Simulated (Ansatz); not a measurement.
Computed with Ansatz, DFT PBE, scalar-relativistic, plane waves, PAW. All cells share a 420 eV cutoff and Γ-centred k meshes spaced at most about 0.3 Å⁻¹ (2π included). No spin polarisation in the final relaxations.

These are static total energies at zero pressure. Lower structures may exist.

Question: Which of these relaxed structures of TiO₂ is the lowest in energy?
A.

```
Ti O
1.0
     4.64303    0.00000    0.00000
     0.00000    4.64303    0.00000
     0.00000    0.00000    2.96407
Ti O
2 4
Direct
  0.00000 0.00000 0.00000
  0.50000 0.50000 0.50000
  0.30510 0.30510 0.00000
  0.19490 0.80510 0.50000
  0.69490 0.69490 0.00000
  0.80510 0.19490 0.50000
```

B.

```
Ti O
1.0
     2.98955    0.00000    0.00000
    -1.49478    2.58903    0.00000
     0.00000    0.00000    5.51168
Ti O
1 2
Direct
  0.00000 0.00000 0.50000
  0.33333 0.66667 0.67504
  0.66667 0.33333 0.32496
```

C.

```
Ti O
1.0
     2.88206    0.00000    0.00000
    -1.44103    2.49594    0.00000
     0.00000    0.00000    6.02067
Ti O
1 2
Direct
  0.00000 0.00000 0.00000
  0.33333 0.66667 0.18711
  0.33333 0.66667 0.81289
```

D.

```
Ti O
1.0
    -1.89981    1.89981    4.84792
     1.89981   -1.89981    4.84792
     1.89981    1.89981   -4.84792
Ti O
2 4
Direct
  0.00000 0.00000 0.00000
  0.75000 0.25000 0.50000
  0.20651 0.20651 0.00000
  0.95651 0.45651 0.50000
  0.54349 0.04349 0.50000
  0.79349 0.79349 0.00000
```

Answer: D. It has the anatase type, space group I4_1/amd (No. 141); the next, A, with the rutile type, space group P4_2/mnm (No. 136), lies 32 meV/atom higher. Counting O atoms around Ti (those within 1.25 times the shortest such distance or 1.15 times the sum of covalent radii), the lowest and the next both have Ti 6.

Weakly bound directions are ill-defined at this level, which has no dispersion term (P-3m1, P-6m2), and this can change margins and order among such cells. The I4_1/amd cell at 11.7 Å³/atom was relaxed from a cell as deposited in COD. The P4_2/mnm cell at 10.6 Å³/atom was relaxed from a cell as deposited in COD. With atoms moved at random, I4_1/amd came back. Other cells relaxed within their symmetry can be saddle points. Some structure types and database cells were kept out of the candidates from the start, so a known form may be missing.
